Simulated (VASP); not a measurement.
## TePb (strained rocksalt): one r²SCAN single-point calculation in two programs

```
Pb Te
1.0
     0.08170    3.26784    3.26784
     3.26784    0.08170    3.26784
     3.34953    3.34953    0.00000
Pb Te
1 1
Direct
  0.00000 0.00000 0.00000
  0.50000 0.50000 0.50000
```

Datasets and cutoffs are each program's own. VASP's cell holds 20 valence electrons and Ansatz's 30. Ansatz's stress includes a Pulay correction; VASP's doesn't.

Cutoffs: 520 eV in VASP, 500 eV in Ansatz. k meshes: 8×8×8 and 8×8×8.

```tsv
	VASP	Ansatz
gap between bands v and c	0.81 eV	0.81 eV
least direct gap	1.03 eV	1.02 eV
pressure	0.0 GPa	0.0 GPa
```

Band v is the last that the valence electrons fill when counted band by band, and c is the next. Levels in eV from the top of v, Ansatz:

```json
{"point": "Γ", "v−1": "-1.48", "v": "-1.25", "c": "4.13", "c+1": "4.19"}
{"point": "X", "v−1": "-2.88", "v": "-2.87", "c": "3.63", "c+1": "5.50"}
{"point": "K", "v−1": "-2.15", "v": "-2.15", "c": "3.89", "c+1": "3.91"}
{"point": "L", "v−1": "-0.88", "v": "0.00", "c": "1.05", "c+1": "1.49"}
{"point": "W", "v−1": "-3.82", "v": "-0.50", "c": "1.80", "c+1": "5.45"}
```

VASP:

```json
{"point": "Γ", "v−1": "-1.47", "v": "-1.24", "c": "4.14", "c+1": "4.20"}
{"point": "X", "v−1": "-2.87", "v": "-2.87", "c": "3.63", "c+1": "5.51"}
{"point": "K", "v−1": "-2.15", "v": "-2.15", "c": "3.90", "c+1": "3.92"}
{"point": "L", "v−1": "-0.87", "v": "0.00", "c": "1.06", "c+1": "1.49"}
{"point": "W", "v−1": "-3.82", "v": "-0.50", "c": "1.80", "c+1": "5.46"}
```
